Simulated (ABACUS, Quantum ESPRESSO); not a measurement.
Given: the input of a run of Quantum ESPRESSO 7.5 on CdS (Hawleyite). 

File pw.in:

```
&CONTROL
  calculation = 'scf'
  prefix = 'pwscf'
  outdir = './tmp'
  pseudo_dir = './pseudo'
  tprnfor = .true.
  tstress = .true.
  disk_io = 'low'
/
&SYSTEM
  ibrav = 0
  nat = 2
  ntyp = 2
  ecutwfc = 45
  ecutrho = 360
  nbnd = 15
  occupations = 'smearing'
  smearing = 'fd'
  degauss = 0.00367493
/
&ELECTRONS
  conv_thr = 4d-10
  electron_maxstep = 120
  mixing_beta = 0.5
/
ATOMIC_SPECIES
Cd   112.4140 cd_pbesol_v1.uspp.F.UPF
S     32.0600 s_pbesol_v1.4.uspp.F.UPF
CELL_PARAMETERS angstrom
   0.0000000000    2.9165000000    2.9165000000
   2.9165000000    0.0000000000    2.9165000000
   2.9165000000    2.9165000000    0.0000000000
ATOMIC_POSITIONS crystal
Cd     0.0000000000    0.0000000000    0.0000000000
S      0.7500000000    0.7500000000    0.7500000000
K_POINTS automatic
8 8 8 0 0 0
```

Contents of pp_density.in:

```
&INPUTPP
  prefix = 'pwscf'
  outdir = './tmp'
  filplot = 'density.dat'
  plot_num = 0
/
&PLOT
  nfile = 1
  filepp(1) = 'density.dat'
  iflag = 3
  output_format = 6
  fileout = 'density.cube'
/
```

pp_potential.in

```
&INPUTPP
  prefix = 'pwscf'
  outdir = './tmp'
  filplot = 'potential.dat'
  plot_num = 11
/
&PLOT
  nfile = 1
  filepp(1) = 'potential.dat'
  iflag = 3
  output_format = 6
  fileout = 'potential.cube'
/
```

Potentials or basis: GBRV 1.5 PBEsol.

Run with:

```sh
$ OMP_NUM_THREADS=1 mpirun -n 2 pw.x -nk 2 -in pw.in > pw.out
$ OMP_NUM_THREADS=1 mpirun -n 1 pp.x -in pp_density.in > pp_density.out
$ OMP_NUM_THREADS=1 mpirun -n 1 pp.x -in pp_potential.in > pp_potential.out
```

Task: Set up the same calculation for ABACUS 3.10.1. Potentials or basis there: PseudoDojo NC SR 0.4.1 PBEsol standard, plane waves, cutoff 1401 eV.

Result: As run (cutoffs and basis follow the program's own potentials, and thresholds, step limits or extra output files can differ):

File INPUT:

```
INPUT_PARAMETERS
suffix              CdS
calculation         scf
basis_type          pw
pseudo_dir          ./
symmetry            1
dft_functional      pbesol
ecutwfc             103
pseudo_rcut         7
nspin               1
nbands              17
ks_solver           dav
smearing_method     fd
smearing_sigma      0.00367493
scf_thr             1e-08
scf_nmax            100
mixing_type         broyden
mixing_beta         0.7
cal_force           1
cal_stress          1
out_chg             1
out_pot             2
out_elf             1
```

File STRU:

```
ATOMIC_SPECIES
Cd 112.4140 Cd.upf
S 32.0600 S.upf

LATTICE_CONSTANT
1.8897261246

LATTICE_VECTORS
0.0000000000 2.9165000000 2.9165000000
2.9165000000 0.0000000000 2.9165000000
2.9165000000 2.9165000000 0.0000000000

ATOMIC_POSITIONS
Direct

Cd
0.0
1
0.0000000000 0.0000000000 0.0000000000 1 1 1

S
0.0
1
0.7500000000 0.7500000000 0.7500000000 1 1 1
```

The input KPT:

```
K_POINTS
0
Gamma
8 8 8 0 0 0
```

Potentials or basis: PseudoDojo NC SR 0.4.1 PBEsol standard, plane waves.

Command:

```sh
$ OMP_NUM_THREADS=1 mpirun -np 4 abacus > log
```

Both were run:

|  | Quantum ESPRESSO | ABACUS |
| --- | --- | --- |
| Pressure | 0.0 GPa | -0.2 GPa |

The potentials hold 18 and 26 valence electrons a cell.

Pressure is positive in compression.
